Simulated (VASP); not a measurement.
# Na (P6_3/mmc) in VASP: a series of runs

One crystal, Na, is run at these levels: r2SCANh, r2SCAN0, PBE+D2, TPSS+D4; tasks: electric field gradients, band structure, density of states.

Everything below comes from runs of VASP 6.6.1. Logs are shortened: lines on timing, memory, paths and dates and some standing lists are left out, and cuts for length are marked.

## 1. The crystal as given

It takes space group P6_3/mmc (No. 194, hexagonal). The conventional cell has a = 3.767 Å, b = 3.767 Å, c = 6.154 Å, α = 90.00°, β = 90.00°, γ = 120.00°. Na (site symmetry -6m2) has 12 Na at 3.77 Å as nearest neighbours.

This isn't the form of Na at room conditions, which is bcc.

## 2. Electric field gradients, r2SCANh (atoms moved at random, drawn with an rms of 0.02 Å)

Input file POSCAR:

```
Na
1.0
    3.7670000000      0.0000000000      0.0000000000
   -1.8835000000      3.2623176961      0.0000000000
    0.0000000000      0.0000000000      6.1540000000
Na
2
Cartesian
    1.8886438385      1.0842410733      4.6224847900
    0.0292149685      2.1769870087      1.5189610500
```

Input file INCAR.step1:

```
SYSTEM = Na
  PREC = Accurate
  ENCUT = 520
  ISMEAR = -1
  SIGMA = 0.1
  LREAL = .FALSE.
  LASPH = .TRUE.
  NELM = 80
  ALGO = Normal
  ISIF = 2
  LWAVE = .TRUE.
  LCHARG = .FALSE.
  LMAXMIX = 4
  GGA = PE
  EDIFF = 1E-5
```

Input file INCAR.step2:

```
SYSTEM = Na
  PREC = Accurate
  ENCUT = 520
  EDIFF = 1E-8
  ISMEAR = -1
  SIGMA = 0.1
  LREAL = .FALSE.
  LASPH = .TRUE.
  NELM = 80
  ALGO = Normal
  ISIF = 2
  LWAVE = .FALSE.
  LCHARG = .FALSE.
  METAGGA = R2SCAN
  LHFCALC = .TRUE.
  AEXX = 0.1
  LMIXTAU = .TRUE.
  PRECFOCK = Normal
  LEFG = .TRUE.
  LMAXMIX = 4
  ISTART = 1
```

Input file KPOINTS:

```
regular mesh
0
G
  4 4 3
  0 0 0
```

Potentials or basis: VASP PAW PBE potentials, release 64 (Na_pv).

The run is started by

```
$ cat potpaw_PBE.64/Na_pv/POTCAR > POTCAR
$ cp INCAR.step1 INCAR
$ mpirun -np 1 vasp_std > vasp.out
$ cp INCAR.step2 INCAR
$ mpirun -np 1 vasp_std > vasp.out
```

OUTCAR:

```text
SYSTEM = Na
   PREC = Accurate
   ENCUT = 520
   EDIFF = 1E-8
   ISMEAR = -1
   LREAL = .FALSE.
   LASPH = .TRUE.
   NELM = 80
   ISIF = 2
   METAGGA = R2SCAN
   LHFCALC = .TRUE.
   AEXX = 0.1
   PRECFOCK = Normal
   ISTART = 1

 ion  position               nearest neighbor table
   1  0.668  0.332  0.751-
   2  0.341  0.667  0.247-

  LATTYP: Found a hexagonal cell.
 ALAT       =     3.7670000000
 C/A-ratio  =     1.6336607380

  Lattice vectors:

 A1 = (   3.7670000000,   0.0000000000,   0.0000000000)
 A2 = (  -1.8835000000,   3.2623176961,   0.0000000000)
 A3 = (   0.0000000000,   0.0000000000,   6.1540000000)

Analysis of symmetry for initial positions (statically):
=====================================================================
 Subroutine PRICEL returns:
 Original cell was already a primitive cell.

 Routine SETGRP: Setting up the symmetry group for a
 hexagonal supercell.

 Subroutine GETGRP returns: Found  2 space group operations
 (whereof  1 operations were pure point group operations)
 out of a pool of 24 trial point group operations.

The static configuration has the point symmetry C_1 .
 The point group associated with its full space group is S_2 .

Analysis of symmetry for dynamics (positions and initial velocities):
=====================================================================
 Subroutine PRICEL returns:
 Original cell was already a primitive cell.

 Routine SETGRP: Setting up the symmetry group for a
 hexagonal supercell.

 Subroutine GETGRP returns: Found  2 space group operations
 (whereof  1 operations were pure point group operations)
 out of a pool of 24 trial point group operations.

The dynamic configuration has the point symmetry C_1 .
 The point group associated with its full space group is S_2 .

 Subroutine INISYM returns: Found  2 space group operations
 (whereof  1 operations are pure point group operations),
 and found     1 'primitive' translations

----------------------------------------------------------------------------------------

                                     Primitive cell

  volume of cell :      75.6274

  direct lattice vectors                    reciprocal lattice vectors
     3.767000000  0.000000000  0.000000000     0.265463233  0.153265269  0.000000000
    -1.883500000  3.262317696  0.000000000     0.000000000  0.306530538  0.000000000
     0.000000000  0.000000000  6.154000000     0.000000000  0.000000000  0.162495938

  length of vectors
     3.767000000  3.767000000  6.154000000     0.306530538  0.306530538  0.162495938

  position of ions in fractional coordinates (direct lattice)
     0.667542000  0.332353000  0.751135000
     0.341412000  0.667313000  0.246825000

  ion indices of the primitive-cell ions
   primitive index   ion index
                 1           1
                 2           2

----------------------------------------------------------------------------------------

 KPOINTS: regular mesh

Automatic generation of k-mesh.
 Grid dimensions read from file:
 generate k-points for:    4    4    3

 Generating k-lattice:

  Cartesian coordinates                     Fractional coordinates (reciprocal lattice)
     0.066365808  0.038316317  0.000000000     0.250000000  0.000000000  0.000000000
     0.000000000  0.076632635  0.000000000     0.000000000  0.250000000  0.000000000
     0.000000000  0.000000000  0.054165313     0.000000000  0.000000000  0.333333333

  Length of vectors
[... 44 lines left out ...]
   NGXF,Y,Z  is equivalent  to a cutoff of  24.71, 24.71, 25.93 a.u.
 SYSTEM =  Na
   PREC   = accura    normal or accurate (medium, high low for compatibility)
   ISTART =      1    job   : 0-new  1-cont  2-samecut
   ICHARG =      0    charge: 1-file 2-atom 10-const
   ISPIN  =      1    spin polarized calculation?
   LNONCOLLINEAR =      F non collinear calculations
   LSORBIT =      F    spin-orbit coupling
   LASPH  =      T    aspherical Exc in radial PAW
   ENCUT  =  520.0 eV  38.22 Ry    6.18 a.u.   7.00  7.00 11.44*2*pi/ulx,y,z
   NELM   =     80;   NELMIN=  2; NELMDL=  0     # of ELM steps
   EDIFF  = 0.1E-07   stopping-criterion for ELM
   LREAL  =      F    real-space projection
   EDIFFG = 0.1E-06   stopping-criterion for IOM
   NSW    =      0    number of steps for IOM
   IBRION =     -1    ionic relax: 0-MD 1-quasi-New 2-CG
   NFREE  =      0    steps in history (QN), initial steepest desc. (CG)
   ISIF   =      2    stress and relaxation
   ISYM   =      3    0-nonsym 1-usesym 2-fastsym
   POTIM  = 0.5000    time-step for ionic-motion
   TEBEG  =    0.0;   TEEND  =   0.0 temperature during run
   PSTRESS=    0.0 pullay stress
   NELECT =      14.0000    total number of electrons
   NUPDOWN=      -1.0000    fix difference up-down
   EMIN   =  10.00;   EMAX   =-10.00  energy-range for DOS
   EFERMI =   0.00;   METHOD = LEGACY
   ISMEAR =    -1;   SIGMA  =   0.10  broadening in eV -4-tet -1-fermi 0-gaus
   EFERMI_NEDOS =   21; number of points for ismear=-14 and -15
   IALGO  =     38    algorithm
   IMIX   =      1    mixing-type and parameters
     AMIX     =   0.40;   BMIX     =  1.00
     AMIX_MAG =   1.60;   BMIX_MAG =  1.00
  volume/ion in A,a.u.               =      37.81       255.18
  Fermi-wavevector in a.u.,A,eV,Ry     =   0.933020  1.763153 11.844235  0.870527
  Thomas-Fermi vector in A             =   2.059678
   LORBIT       =      0    0 simple, 1 ext, 2 COOP (PROOUT), +10 PAW based schemes
   METAGGA = R2SCAN    functional components
   LHFCALC =     T    Hartree Fock is set to
   PRECFOCK=normal    Normal, Fast or Accurate (Low or Medium for compatibility)
   ENCUT4O =  -1.0   cutoff for four orbital integrals eV
   NKREDX  =     1    reduce k-point grid by
   NKREDY  =     1    reduce k-point grid by
   NKREDZ  =     1    reduce k-point grid by
   AEXX    =    0.1000 exact exchange contribution
   HFSCREEN=    0.0000 screening length (either q_TF or 0.3 A-1)
   HFSCREENC=   0.0000 screening length for correlation (either q_TF or 0.3 A-1)
   ENCUTFOCK=  -1.0 apply spherical cutoff to Coloumb kernel
   IVDW    =     0    specifies the selected vdW correction
   LEPSILON=     F    determine dielectric tensor
   LRPA    =     F    only Hartree local field effects (RPA)
 non-spin polarized calculation
  energy-cutoff  :      520.00
  volume of cell :       75.63
 maximum number of plane-waves:      2059
  NGX = 24; NGY = 24; NGZ = 36

 number of electron      14.0000005 magnetization

 Free energy of the ion-electron system (eV)
  ---------------------------------------------------
  ext. energy  EPLUGINS =         0.00000000
  ---------------------------------------------------
  free energy    TOTEN  =        -6.84344736 eV

  energy without entropy =       -6.80767384  energy(sigma->0) =       -6.82556060

 E-fermi :   0.1590     XC(G=0):  -6.2593

 val. band max:        0.1252880433   @ k =  -0.2500  -0.2500   0.3333
 cond. band min:       0.6311411587   @ k =   0.5000   0.0000   0.0000
 fundamental gap:      0.5058531154
 Fermi energy:         0.1590294996

 k-point     1 :       0.0000    0.0000    0.0000
  band No.  band energies     occupation
      1     -27.0064      2.00000
      2     -26.9795      2.00000
      3     -26.9788      2.00000
      4     -26.9751      2.00000
      5     -26.9747      2.00000
      6     -26.9744      2.00000
      7      -3.5268      2.00000
      8       0.9247      0.00095
      9       1.5814      0.00000
     10      11.0596      0.00000
     11      11.0755      0.00000
[... 309 lines left out ...]
 k-point    24 :      -0.2500   -0.2500    0.3333
  band No.  band energies     occupation
      1     -27.0006      2.00000
      2     -26.9996      2.00000
      3     -26.9906      2.00000
      4     -26.9880      2.00000
      5     -26.9833      2.00000
      6     -26.9797      2.00000
      7       0.1253      1.16712
      8       1.6503      0.00000
      9       3.8415      0.00000
     10       4.1527      0.00000
     11       5.4151      0.00000

 [... further k-points ...]

------------------------ aborting loop because EDIFF is reached ----------------------------------------

  FORCE on cell =-STRESS in cart. coord.  units (eV):
  Direction    XX          YY          ZZ          XY          YZ          ZX
  --------------------------------------------------------------------------------------
  -------------------------------------------------------------------------------------
  Total       -0.0546653     -0.0305615      0.2487521     -0.0106607      0.0028289     -0.0004283
  in kB       -1.1580919     -0.6474486      5.2698470     -0.2258494      0.0599297     -0.0090739
  external PRESSURE =       1.1547688 kB  Pullay stress =       0.0000000 kB

 VOLUME and BASIS-vectors are now :
 -----------------------------------------------------------------------------
  energy-cutoff  :      520.00
  volume of cell :       75.63
      direct lattice vectors                 reciprocal lattice vectors
     3.767000000  0.000000000  0.000000000     0.265463233  0.153265269  0.000000000
    -1.883500000  3.262317696  0.000000000     0.000000000  0.306530538  0.000000000
     0.000000000  0.000000000  6.154000000     0.000000000  0.000000000  0.162495938

 POSITION                                       TOTAL-FORCE (eV/Angst)
 -----------------------------------------------------------------------------------
      1.88864      1.08424      4.62248         0.006665     -0.006504     -0.010225
      0.02921      2.17699      1.51896        -0.006665      0.006504      0.010225
 -----------------------------------------------------------------------------------
    total drift:                                0.000054     -0.000531     -0.000236

  FREE ENERGIE OF THE ION-ELECTRON SYSTEM (eV)
  ---------------------------------------------------
  free  energy   TOTEN  =        -6.8434473627 eV

  energy  without entropy=       -6.8076738443  energy(sigma->0) =       -6.82556060

 Electric field gradients (V/A^2)
---------------------------------------------------------------------
 ion       V_xx      V_yy      V_zz      V_xy      V_xz      V_yz
---------------------------------------------------------------------
   1       0.484     0.482    -0.965    -0.015    -0.003    -0.005
   2       0.483     0.480    -0.964    -0.014    -0.003    -0.007
---------------------------------------------------------------------

 Electric field gradients after diagonalization (V/A^2)
 (convention: |V_zz| > |V_xx| > |V_yy|)
----------------------------------------------------------------------
 ion       V_xx      V_yy      V_zz     asymmetry (V_yy - V_xx)/ V_zz
----------------------------------------------------------------------
   1       0.498     0.468    -0.965       0.031
   2       0.495     0.468    -0.964       0.028
----------------------------------------------------------------------

           NMR quadrupolar parameters

 Cq : quadrupolar parameter    Cq=e*Q*V_zz/h
 eta: asymmetry parameters     (V_yy - V_xx)/ V_zz
 Q  : nuclear electric quadrupole moment in mb (millibarn)
----------------------------------------------------------------------
 ion       Cq(MHz)       eta       Q (mb)
----------------------------------------------------------------------
   1      -0.002       0.031       1.000
   2      -0.002       0.028       1.000
----------------------------------------------------------------------
```

Run time: 15 min. Hardware: 1 thread of Intel Xeon 6975P-C (Granite Rapids), shared host; peak memory 0.2 GiB.

Results:

| Property | Result |
| --- | --- |
| Free energy | -6.8434 eV |
| Pressure | 0.1 GPa |
| Largest force | 0.014 eV/Å |
| Band gap on the k mesh | none (metal or under the smearing width) |

Forces on the atoms (eV/Å):
```
Na   0.007 -0.007 -0.010
Na  -0.007  0.007  0.010
```

Levels at points of the mesh, in eV from the Fermi level:
| k point | band 3 | band 4 | band 5 | band 6 | band 7 | band 8 | band 9 | band 10 | band 11 |
| --- | --- | --- | --- | --- | --- | --- | --- | --- | --- |
| (0.00, 0.00, 0.00) | -27.14 | -27.13 | -27.13 | -27.13 | -3.69 | 0.77 | 1.42 | 10.90 | 10.92 |
| (0.50, 0.00, 0.00) | -27.15 | -27.15 | -27.14 | -27.14 | 0.47 | 0.74 | 4.37 | 4.46 | 5.05 |
| (0.00, 0.50, 0.00) | -27.15 | -27.15 | -27.14 | -27.14 | 0.48 | 0.73 | 4.38 | 4.46 | 5.07 |
| (0.50, 0.50, 0.00) | -27.15 | -27.15 | -27.14 | -27.14 | 0.48 | 0.73 | 4.38 | 4.46 | 5.08 |

Electric field gradients, principal values (V/Å²):
```tsv
atom	Vxx	Vyy	Vzz
1 Na	0.468	0.498	-0.965
2 Na	0.468	0.495	-0.964
```

Caveat: the k mesh is coarse (spacing up to 0.48 Å⁻¹), so the values aren't converged, least of all with exact exchange; the PAW data sets were made with another functional, which shifts forces and pressure a little.

## 3. Band structure, r2SCAN0

Input file POSCAR:

```
Na
3.767
    1.000000000000      0.000000000000      0.000000000000
   -0.500000000000      0.866025403796      0.000000000000
    0.000000000000      0.000000000000      1.633660737988
Na
2
Direct
    0.6666666667      0.3333333333      0.7500000000
    0.3333333333      0.6666666667      0.2500000000
```

Input file INCAR.step1:

```
SYSTEM = Na
PREC = Accurate
ENCUT = 520
EDIFF = 1E-5
ISMEAR = 1
SIGMA = 0.1
LREAL = .False.
LASPH = .True.
NELM = 100
ALGO = Normal
ISIF = 2
LWAVE = .True.
LCHARG = .False.
GGA = PE
```

Input file INCAR.step2:

```
SYSTEM = Na
PREC = Accurate
ENCUT = 520
EDIFF = 1E-6
ISMEAR = 1
SIGMA = 0.1
LREAL = .False.
LASPH = .True.
NELM = 100
ALGO = Normal
ISIF = 2
LWAVE = .False.
LCHARG = .False.
METAGGA = R2SCAN
LHFCALC = .True.
AEXX = 0.25
LMIXTAU = .True.
PRECFOCK = Normal
ISTART = 1
```

Input file KPOINTS:

```
regular mesh
0
Gamma
  4 4 3
  0 0 0
```

Input file KPOINTS_OPT:

```
path GMKGALHA,LM,KH
12
line-mode
reciprocal
 0.0000000000  0.0000000000  0.0000000000  G
 0.5000000000  0.0000000000  0.0000000000  M

 0.5000000000  0.0000000000  0.0000000000  M
 0.3333333333  0.3333333333  0.0000000000  K

 0.3333333333  0.3333333333  0.0000000000  K
 0.0000000000  0.0000000000  0.0000000000  G

 0.0000000000  0.0000000000  0.0000000000  G
 0.0000000000  0.0000000000  0.5000000000  A

 0.0000000000  0.0000000000  0.5000000000  A
 0.5000000000  0.0000000000  0.5000000000  L

 0.5000000000  0.0000000000  0.5000000000  L
 0.3333333333  0.3333333333  0.5000000000  H

 0.3333333333  0.3333333333  0.5000000000  H
 0.0000000000  0.0000000000  0.5000000000  A

 0.5000000000  0.0000000000  0.5000000000  L
 0.5000000000  0.0000000000  0.0000000000  M

 0.3333333333  0.3333333333  0.0000000000  K
 0.3333333333  0.3333333333  0.5000000000  H
```

Potentials or basis: VASP PAW PBE potentials, release 64 (Na_pv).

The run is started by

```
$ cat potpaw_PBE.64/Na_pv/POTCAR > POTCAR
$ cp INCAR.step1 INCAR
$ mpirun -np 1 vasp_std > vasp.out
$ cp INCAR.step2 INCAR
$ mpirun -np 1 vasp_std > vasp.out
```

It took 25 min on 1 thread of Intel Xeon 6975P-C (Granite Rapids), shared host; peak memory 0.2 GiB.

It converged, with:

| Property | Result |
| --- | --- |
| Free energy | -6.4865 eV |
| Pressure | 0.2 GPa |

Stress tensor (GPa, compression positive):
```
-0.06  0.00  0.00
 0.00 -0.06  0.00
 0.00  0.00  0.57
```

Levels at the corners of the path, in eV from the Fermi level:
| point | band 7 | band 8 | band 9 |
| --- | --- | --- | --- |
| Γ | -4.18 | 1.04 | 1.69 |
| M | 0.77 | 1.01 | 4.81 |
| M | 0.77 | 1.01 | 4.81 |
| K | 1.85 | 2.22 | 2.22 |
| K | 1.85 | 2.22 | 2.22 |
| Γ | -4.18 | 1.04 | 1.69 |
| Γ | -4.18 | 1.04 | 1.69 |
| A | -2.97 | -2.97 | 6.67 |
| A | -2.97 | -2.97 | 6.67 |
| L | 1.71 | 1.71 | 2.38 |
| L | 1.71 | 1.71 | 2.38 |
| H | 2.86 | 2.86 | 3.00 |
| H | 2.86 | 2.86 | 3.00 |
| A | -2.97 | -2.97 | 6.67 |
| L | 1.71 | 1.71 | 2.38 |
| M | 0.77 | 1.01 | 4.81 |
| K | 1.85 | 2.22 | 2.22 |
| H | 2.86 | 2.86 | 3.00 |

Caveat: the k mesh is coarse (spacing up to 0.48 Å⁻¹), so the values aren't converged, least of all with exact exchange; an unscreened hybrid on a path of extra k points without a Coulomb cutoff has errors near the mesh points, so the bands along the path aren't reliable; the PAW data sets were made with another functional, which shifts forces and pressure a little.

[end of part 1 of 2]
